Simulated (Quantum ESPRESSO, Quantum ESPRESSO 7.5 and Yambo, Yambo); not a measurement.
## SiC (P6_3mc): Bethe-Salpeter spectra with Yambo

How far does the k mesh set the exciton binding of SiC (P6_3mc)?

Calculated with Quantum ESPRESSO 7.5 and Yambo 5.3.0; PBE and many-body steps on it, plane waves.

### Step 1. Set-up

It takes space group P6_3mc (No. 186, hexagonal). The conventional cell has a = 3.074 Å, b = 3.074 Å, c = 5.045 Å, α = 90.00°, β = 90.00°, γ = 120.00°. Nearest to Si lie 4 C at 1.88 to 1.90 Å. Nearest to C lie 4 Si at 1.88 to 1.90 Å. Farther neighbours are not listed.

The cell and positions are those that the Materials Project relaxed with its own functionals (PBE, PBE+U or r2SCAN), kept fixed.

### Step 2. Empty states on the mesh, 3×3×4 mesh, 101 bands

This step: Quantum ESPRESSO 7.5; DFT, PBE, plane waves, norm-conserving pseudopotentials.

The sums over transitions need many empty states on a uniform mesh; this step solves for them.

Input file pw.in:

```
&control
  calculation = 'nscf'
  prefix = 'x'
  outdir = 'o'
  pseudo_dir = 'pseudo'
/
&system
  ibrav = 0
  nat = 4
  ntyp = 2
  ecutwfc = 74.0
  nbnd = 101
  force_symmorphic = .true.
/
&electrons
  conv_thr = 1e-9
  electron_maxstep = 80
  diago_full_acc = .true.
  diago_thr_init = 5e-6
/
ATOMIC_SPECIES
  Si 28.085 Si.upf
  C 12.011 C.upf
CELL_PARAMETERS angstrom
  3.0735139282 0.0000000000 0.0000000000
  -1.5367569641 2.6617411407 0.0000000000
  0.0000000000 0.0000000000 5.0452477100
ATOMIC_POSITIONS crystal
  Si 0.3333333333 0.6666666667 0.4996024000
  Si 0.6666666667 0.3333333333 0.9996024000
  C 0.3333333333 0.6666666667 0.8753976000
  C 0.6666666667 0.3333333333 0.3753976000
K_POINTS automatic
  3 3 4 0 0 0
```

On the command line:

```
$ OMP_NUM_THREADS=1 mpirun -n 4 pw.x -nk 4 -in pw.in > pw.out
```

What it wrote:

```text
Program PWSCF v.7.5 starts

     This program is part of the open-source Quantum ESPRESSO suite
     for quantum simulation of materials; please cite
         "P. Giannozzi et al., J. Phys.:Condens. Matter 21 395502 (2009);
         "P. Giannozzi et al., J. Phys.:Condens. Matter 29 465901 (2017);
         "P. Giannozzi et al., J. Chem. Phys. 152 154105 (2020);
     in publications or presentations arising from this work. More details at

     Atomic positions and unit cell read from directory:
     o/x.save/

     Message from routine setup:
[...]
k = 0.0000 0.0000-0.3046 (  2978 PWs)   bands (ev):

[...]
82.3060  82.3060  82.3060  82.3060  83.5661  83.5661  84.7832  84.7832
    84.7832  84.7832  88.9085  88.9085  88.9085  88.9085  89.8263  89.8263
    89.8263  89.8263  90.1524  90.1524  92.5804

          k = 0.0000 0.3849 0.0000 (  2992 PWs)   bands (ev):

     [... further k-points ...]

     highest occupied, lowest unoccupied level (ev):     9.6798   11.9551

     XML data file, pseudopotentials, collected wavefunctions

=------------------------------------------------------------------------------=
   JOB DONE.
=------------------------------------------------------------------------------=
```

Run time: 6.5 s. Hardware: 4 MPI ranks of Arm Neoverse V1, shared host; peak memory 0.29 GiB; 26 s of CPU time.

Numbers from this step:

```yaml
gap: 2.275 eV
k_of_the_valence_top: 0, 0, 0
k_of_the_conduction_bottom: 0.3333, 0.3333, 0
least_direct_gap: 4.293 eV
k_points_computed: 10
lowest_point_of_the_top_converged_band_above_the_valence_top: 81.2868 eV
```

On this mesh the gap is 2.275 eV.

The density comes from a self-consistent run that is not shown.

### Step 3. Conversion and set-up

This step: Yambo 5.3.0; conversion and set-up on PBE, plane waves, norm-conserving pseudopotentials.

The states are converted to the many-body program's format and the q mesh is built.

On the command line:

```
$ (cd o/x.save; p2y > p2y.log; mv SAVE ../..); yambo > setup.log
```

What it wrote:

```text
 Yambo, version 5.3.0

 [02] CORE Variables Setup
 =========================

  [02.01] Unit cells
  ==================

  Cell kind             :  HCP
  Atoms in the cell     :  Si  C
  number of Si atoms    :  2
  number of C  atoms    :  2

  List of atomic masses
  Mass of Si    :  28.08500
  Mass of C     :  12.01100

  List of atomic coordinates    : [cc]
  Si1       : -0.29041E-09   3.3533       4.7633      order 1
  Si2       :  2.904050  1.676654  9.530346  order 2
  C1       : -0.29041E-09   3.3533       8.3462      order 3
[...]
IBZ Q-points                                      :  10
 BZ  Q-points                                      :   36

 K/Q-points units:
 rlu = crystal or reduced units; cc = cartesian coordinates; iku = interal k-units

 Q [ 1]         [rlu]:  0.000000  0.000000  0.000000
 Q [ 2]         [rlu]:  0.000000  0.000000  0.250000
 Q [ 3]         [rlu]:  0.000000  0.000000 -0.500000
[...]
Q [ 8]         [rlu]:  0.333333  0.333333  0.250000
 Q [ 9]         [rlu]:  0.333333  0.333333 -0.500000
 Q [10]         [rlu]: -0.13002E-17 -0.33333      0.25000

  [03.01] X indexes
  =================

   [03.01.01] Sigma indexes
   ========================

 [06] Game Over & Game summary
```

The job ended after 2.1 s (1 MPI rank; peak memory 0.23 GiB).

### Step 4. Screening and self-energy, 3×3×4 mesh, 101 bands, screening to 163.3 eV

Now the one-shot GW correction: screening in the RPA, then the self-energy of the levels asked for.

This step: G0W0 on PBE, plane waves, norm-conserving pseudopotentials.

Input file gw1.in:

```
HF_and_locXC
gw0
dyson
ppa
em1d
rim_cut
RandQpts= 1000000
RandGvec= 1 RL
EXXRLvcs= 74 Ry
VXCRLvcs= 296 Ry
Chimod= "HARTREE"
% BndsRnXp
 1 | 101 |
%
NGsBlkXp= 12 Ry
% LongDrXp
 1 | 1 | 1 |
%
% GbndRnge
 1 | 101 |
%
DysSolver= "n"
ExtendOut
PPAPntXp= 27.21138 eV
% QPkrange
 1 | 1 | 7 | 10 |
 7 | 7 | 7 | 10 |
 4 | 4 | 7 | 10 |
%
```

On the command line:

```
$ OMP_NUM_THREADS=1 mpirun -n 4 yambo -F gw1.in -J gw1 -C gw1 > gw1.log
```

What it wrote:

```text
 Yambo, version 5.3.0

 [02] CORE Variables Setup
 =========================

  [... cell, symmetries and grids as in the set-up ...]

  [02.05] Energies & Occupations
  ==============================

  [X] === General ===
  [X] Electronic Temperature                        :  0.000000  0.000000 [eV K]
  [X] Bosonic    Temperature                        :  0.000000  0.000000 [eV K]
  [X] Finite Temperature mode                       : no
  [X] El. density                                   :  0.38765E+24 [cm-3]
[...]
QP @ state[ 2 ] b range                          :   7  10
   QP @ state[ 3 ] K range                          :   7   7
   QP @ state[ 3 ] b range                          :   7  10
   GF energies kind                                 : Perdew, Burke & Ernzerhof(X)+Perdew, Burke & Ernzerhof(C)
   GF WF`s kind                                     : Perdew, Burke & Ernzerhof(X)+Perdew, Burke & Ernzerhof(C)
   Xs energies kind                                 : Perdew, Burke & Ernzerhof(X)+Perdew, Burke & Ernzerhof(C)
   Xs WF`s kind                                     : Perdew, Burke & Ernzerhof(X)+Perdew, Burke & Ernzerhof(C)

 [11] Game Over & Game summary
```

Wall time 41 s (4 MPI ranks); peak memory 1.4 GiB.

This step gave:

```yaml
g0w0_gap_on_the_points_computed: 2.886 eV
starting_gap_on_the_mesh: 2.275 eV
k_of_the_valence_top: 0, 0, 0
k_of_the_conduction_bottom: 0.3333, 0.3333, 0
least_direct_g0w0_gap_on_the_computed_points: 5.158 eV
```

The gap on the mesh goes from 2.28 eV to 2.89 eV, a correction of +0.61 eV.

The gap opens by 0.610 eV; the next steps shift the empty bands rigidly by 0.865 eV, the correction at the start's least direct gap.

### Step 5. Empty states on the mesh, 3×3×4 mesh, 17 bands

This step: Quantum ESPRESSO 7.5; DFT, PBE, plane waves, norm-conserving pseudopotentials.

pw.in, as its differences from that of step 2:

```diff
@@ -11,3 +11,3 @@
   ecutwfc = 74.0
-  nbnd = 101
+  nbnd = 17
   force_symmorphic = .true.
```

On the command line:

```
$ OMP_NUM_THREADS=1 mpirun -n 4 pw.x -nk 4 -in pw.in > pw.out
```

What it wrote:

```text
[banner, memory and clock lines left out]
Program PWSCF v.7.5 starts

     Atomic positions and unit cell read from directory:
     o/x.save/

     Message from routine setup:
     using ibrav=0 with symmetry is DISCOURAGED, use correct ibrav instead

     G-vector sticks info

     bravais-lattice index     =            0
     lattice parameter (alat)  =       5.8081  a.u.
     unit-cell volume          =     278.5352 (a.u.)^3
     number of atoms/cell      =            4
     number of atomic types    =            2
     number of electrons       =        16.00
[...]
21.1170

          k = 0.0000 0.0000 0.1523 (  2948 PWs)   bands (ev):

    -5.6095  -3.3614   2.4730   8.0619   8.5291   8.5291   9.4580   9.4580
    14.7823  16.4832  16.4832  16.7207  17.0130  18.0226  18.0226  20.3363
    22.0976

          k = 0.0000 0.0000-0.3046 (  2978 PWs)   bands (ev):

    -4.7180  -4.7180   5.2282   5.2282   8.9667   8.9667   8.9667   8.9667
    15.5923  15.5923  17.0455  17.0455  17.0455  17.0455  18.8000  18.8000
    24.5485

          k = 0.0000 0.3849 0.0000 (  2992 PWs)   bands (ev):

     [... further k-points ...]

     highest occupied, lowest unoccupied level (ev):     9.6798   11.9551

     XML data file, pseudopotentials, collected wavefunctions
```

Elapsed: 1.5 s, on 4 MPI ranks; peak memory 0.05 GiB.

Numbers from this step:

```yaml
gap: 2.275 eV
k_of_the_valence_top: 0, 0, 0
k_of_the_conduction_bottom: 0.3333, 0.3333, 0
least_direct_gap: 4.293 eV
k_points_computed: 10
lowest_point_of_the_top_converged_band_above_the_valence_top: 11.44 eV
```

On this mesh the gap is 2.275 eV.

### Step 6. Conversion and set-up

This step: Yambo 5.3.0; conversion and set-up on PBE, plane waves, norm-conserving pseudopotentials.

On the command line:

```
$ (cd o/x.save; p2y > p2y.log; mv SAVE ../..); yambo > setup.log
```

What it wrote:

```text
 Yambo, version 5.3.0

 [02] CORE Variables Setup
 =========================

  [02.01] Unit cells
  ==================

  Cell kind             :  HCP
  Atoms in the cell     :  Si  C
  number of Si atoms    :  2
  number of C  atoms    :  2

  List of atomic masses
  Mass of Si    :  28.08500
  Mass of C     :  12.01100

  List of atomic coordinates    : [cc]
  Si1       : -0.29041E-09   3.3533       4.7633      order 1
  Si2       :  2.904050  1.676654  9.530346  order 2
  C1       : -0.29041E-09   3.3533       8.3462      order 3
[...]
IBZ Q-points                                      :  10
 BZ  Q-points                                      :   36

 K/Q-points units:
 rlu = crystal or reduced units; cc = cartesian coordinates; iku = interal k-units

 Q [ 1]         [rlu]:  0.000000  0.000000  0.000000
 Q [ 2]         [rlu]:  0.000000  0.000000  0.250000
 Q [ 3]         [rlu]:  0.000000  0.000000 -0.500000
[...]
Q [ 8]         [rlu]:  0.333333  0.333333  0.250000
 Q [ 9]         [rlu]:  0.333333  0.333333 -0.500000
 Q [10]         [rlu]: -0.13002E-17 -0.33333      0.25000

  [03.01] X indexes
  =================

   [03.01.01] Sigma indexes
   ========================

 [06] Game Over & Game summary
```

It took 2 s on 1 MPI rank; peak memory 0.23 GiB.

(Continued in part 2 of 4.)

[Paths, hosts, dates, memory and timing lines, banners, echoed tables and standing remarks are left out of the program output.]

[Logs are printed without paths, hosts, clocks, repeated set-up lines and the standing remarks that a program may print on its own settings, such as how far it seeks lower states.]

[Runs of the session that timed out or met a known fault of the program may be left out.]

[Hosts, paths, dates, database ids (printed as entryN), source tags and the programs' standing remarks are cut or masked in the printed files.]
